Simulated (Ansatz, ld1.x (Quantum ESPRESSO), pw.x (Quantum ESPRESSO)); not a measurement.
**tungsten (W) (fcc): variants of one ultrasoft potential in the solid**

W (Z = 74), ultrasoft, made with ld1.x (Quantum ESPRESSO) 7.5 (PBE, scalar-relativistic). Core [Xe] 4f14, reference 5d4 6s1.5 6p0 (charge +0.5). Waves: 6s (bound): rcut 2.60, rcutus 3.00 bohr; 6s channel at 0.05 Ry: rcut 2.60, rcutus 3.00 bohr; 6p (bound, empty): rcut 2.75, rcutus 3.50 bohr; 6p channel at 4.15 Ry: rcut 2.75, rcutus 3.50 bohr; 5d (bound): rcut 2.40, rcutus 2.75 bohr; 5d channel at 3.3 Ry: rcut 2.40, rcutus 2.75 bohr. Local part: all-electron potential smoothed inside 2.75 bohr (lloc = -2). Core correction: Bessel-smoothed model core, default radius (core density twice the valence density). Augmentation charge: PSQ, inside the norm-conserving radii.

Crystal test: fcc W in pw.x 7.5, no spin, 14³ k-points, Fermi–Dirac smearing 0.01 Ry, cutoffs set for each file from its atomic test. The reference is all-electron LAPW (Ansatz 0.2.0) with the same functional, mesh and smearing; V0 and B0 come from Birch–Murnaghan fits to the pressures at five volumes. Errors are pseudo minus all-electron; Δ is the rms difference of the E(V) curves that follow from these fits, minima aligned, over ±6 % about the mean V0. Mesh and smearing are coarse, so the numbers serve the comparison and aren't converged zero-temperature values; the lattice is a test structure that the element need not adopt.

All-electron: a0 = 4.039 Å (V0 = 16.47 Å³/atom), B0 = 280.9 GPa.

Base: The largest radius (3.50 bohr) exceeds half the bond length (2.70 bohr), so the spheres overlap, which is one possible source of error among others. This is a poor potential for the solid.

1 further variants are left out: they gave no file fit for a test, a broken result, the same result as the base, or pressures whose basis-set error rivals the error shown.

A dash in a converged row means that the minimum lies outside the volumes sampled.

| change | cutoffs (Ry) | pw.x | a0 (Å) | a0 error (%) | B0 error (%) | Δ (meV/atom) | mean pressure error (GPa) |
| --- | --- | --- | --- | --- | --- | --- | --- |
| base | 40/320 | converged | 4.083 | +1.07 | -4.8 | 32.1 | +9.16 |
| all radii but the core radius scaled by about 1.07 (s 3.20, p 3.74, d 2.94 bohr, rcut 2.78/2.94/2.56); local potential all-electron potential smoothed inside 2.94 bohr (lloc = -2) | 40/320 | converged | – | – | – | – | +34.84 |
| waves 5d (bound): rcut 2.40, rcutus 2.82 bohr; 5d channel at 3.3 Ry: rcut 2.40, rcutus 2.82 bohr | 40/320 | converged | 4.094 | +1.35 | -6.6 | 40.1 | +11.49 |
| local potential all-electron potential smoothed inside 1.80 bohr (lloc = -2) | 40/320 | converged | 4.020 | -0.46 | -1.0 | 14.1 | -3.84 |

Q: Give the row for: waves 6p (bound): rcut 2.75, rcutus 4.68 bohr; 6p channel at 4.15 Ry: rcut 2.75, rcutus 4.68 bohr.

A: pw.x: failed (cdiaghg: S matrix not positive definite).
